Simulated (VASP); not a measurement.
# Nb: relaxation of the atoms with PBE

The system is Nb, a slab with vacuum.

```xyz
4
Lattice="2.8656 0.0000 0.0000 -0.9552 2.7017 0.0000 0.0000 0.0000 28.2800" Properties=species:S:1:pos:R:3 pbc="T T T"
Nb    0.0000    0.0000   10.6304
Nb    0.9552    1.3508   12.9701
Nb    0.0000    0.0000   15.3099
Nb    0.9552    1.3508   17.6496
```

The cell was built by a generator and needn't be a form met in nature.

- Program: VASP 6.6.1
- Task: relaxation of the atoms
- Functional: PBE
- Potentials or basis: VASP PAW PBE potentials, release 64 (Nb_sv)
- Cutoff: 520 eV
- k mesh: 12 × 12 × 1
- Occupations: methfessel-paxton, width 0.1 eV
- Spin: no spin polarisation
- Dipole correction: yes
- Atoms held fixed (from 0): [0]
- Further INCAR settings: ALGO = Fast; EDIFF = 1e-06; IBRION = 2; EDIFFG = -0.02; NSW = 90

```yaml
Energy_gained_by_relaxing: 12.3 meV/atom
Ionic_steps: 13
Band_gap_on_the_k_mesh: none (metal or under the smearing width)
```

Step by step:
| step | energy change (eV) | largest force (eV/Å) | pressure (GPa) |
| --- | --- | --- | --- |
| 1 | 0.0000 | 0.4048 | -2.68 |
| 2 | -0.0168 | 0.3697 | -2.53 |
| 3 | -0.0225 | 0.3603 | -2.18 |
| 4 | -0.0252 | 0.3302 | -2.33 |
| 5 | -0.0252 | 0.3282 | -2.32 |
| 6 | -0.0278 | 0.3113 | -2.25 |
| 7 | -0.0349 | 0.2578 | -2.06 |
| 8 | -0.0449 | 0.1417 | -1.67 |
| 9 | -0.0467 | 0.1371 | -0.84 |
| 10 | -0.0493 | 0.0389 | -1.21 |
| 11 | -0.0493 | 0.0382 | -1.19 |
| 12 | -0.0489 | 0.0851 | -1.24 |
| 13 | -0.0494 | 0.0063 | -1.21 |

Final structure:
```
Nb
1.0
     2.86556    0.00000    0.00000
    -0.95519    2.70167    0.00000
     0.00000    0.00000   28.28002
Nb
4
Direct
  0.00000 0.00000 0.37590
  0.50000 0.50000 0.45459
  0.00000 0.00000 0.53796
  0.50000 0.50000 0.61670
```

Levels at points of the mesh, in eV from the Fermi level:
```csv
k point,band 23,band 24,band 25,band 26,band 27,band 28,band 29,band 30
"(0.00, 0.00, 0.00)",-0.51,-0.47,-0.26,0.16,0.24,0.51,0.86,1.57
"(0.50, 0.00, 0.00)",-1.37,-1.37,0.18,0.18,1.67,1.67,2.84,2.85
"(0.50, 0.50, 0.00)",-1.44,-0.64,-0.26,1.60,1.90,2.16,2.28,2.87
```

Wall time 2.2 h on 1 thread of Intel(R) Xeon(R) Platinum 8175M CPU @ 2.50GHz (Skylake/Cascade Lake), with other jobs on the host, peak memory 0.5 GiB.
